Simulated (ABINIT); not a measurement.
MgB2, 3 atoms in the cell. It takes space group P6/mmm (No. 191, hexagonal). Conventional cell: a = 3.085 Å, b = 3.085 Å, c = 3.523 Å, α = 90.00°, β = 90.00°, γ = 120.00°. Mg (site symmetry 6/mmm) is surrounded by 12 B at 2.51 Å. B (site symmetry -6m2) is surrounded by 3 B at 1.78 Å. 

* Program: ABINIT 10.8.3 (patched build)
* Task: single point
* Functional: PBE
* Potentials or basis: PseudoDojo NC SR PBE v0.4.1 standard
* Cutoff: 1088 eV
* k mesh: 8 × 8 × 6
* Occupations: fermi-dirac, width 0.05 eV
* Spin: no spin polarisation

Potentials or basis: PseudoDojo NC SR PBE v0.4.1 standard.

The run is started by

```bash
$ abinit run.abi > log 2>&1
```

Hardware: 1 thread of AMD EPYC 7R43 64-Core Processor (Zen 3), with other jobs on the host.

Estimate the wall time of this run.

Wall time 32 s on 1 thread of AMD EPYC 7R43 64-Core Processor (Zen 3) (shared host), peak memory 0.07 GiB. Counts: scf iterations 9, mpi ranks 1, k points 40, bands 12, plane waves 2394.
